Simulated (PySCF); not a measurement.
**Checking a proposed structure**

A compound C$_{4}$H$_{8}$ gives the data below (simulated from a calculation) and was assigned the structure `C=CCC`.

13C{1H} NMR (computed): δ 26.2 (CH2, 4C).

1H NMR (600 MHz, computed): δ 1.96 (s, 8H).

PySCF 2.14 calculation with shielding tensors at B97-2/pcSseg-2 (GIAO), PBE0-D3(BJ)/def2-TZVP geometry and couplings computed with B3LYP/pcJ-2 (without the spin–dipole term); equivalent nuclei averaged, gas phase, single conformer, no relativistic terms.

δ = σ(ref) − σ, references computed at the same level: 1H (31.64 ppm), 13C (185.38 ppm) against TMS.

Q: Compare with the shifts computed for the proposed structure, pairing carbons in order of shift.

A: Mapped SMILES: `[CH2:1]=[CH:2][CH2:3][CH3:4]`; H(Xn) means a hydrogen on atom n.

| atom | computed for proposal | given list | difference |
| --- | --- | --- | --- |
| C2 | 152.3 | 26.2 | +126.1 |
| C1 | 120.5 | 26.2 | +94.3 |
| C3 | 34.3 | 26.2 | +8.1 |
| C4 | 17.7 | 26.2 | -8.5 |

The rms difference is 78.9 ppm and the largest +126.1 ppm at C2 (alkene CH). The proposal also would give 4 carbon signals, not 1. The carbon types in order of shift don't match either: CH, CH2, CH2, CH3 for the proposal against CH2, CH2, CH2, CH2 in the data. The proposal doesn't fit.

Q: Which isomer fits?

A: cyclobutane (SMILES C1CCC1).

- Carbon types of the structure: 4 × CH2, which accounts for all hydrogens.
- δC 26.2: sp3 CH2 in a ring; aliphatic region, no heteroatom directly attached.
- δH 1.96: hydrogen on an sp3 CH2 in a ring; far from electronegative atoms and π systems.

The data come from this structure; uniqueness wasn't tested.

Shifts are as computed. Against solution values, carbons near 30 ppm lie about +3 ppm off and those near 130 ppm about +7 ppm. Of 1211 compounds with measured shifts, 218 miss one by over three times the rms of a fit or turn the order of signals round; such compounds aren't used in these exercises.
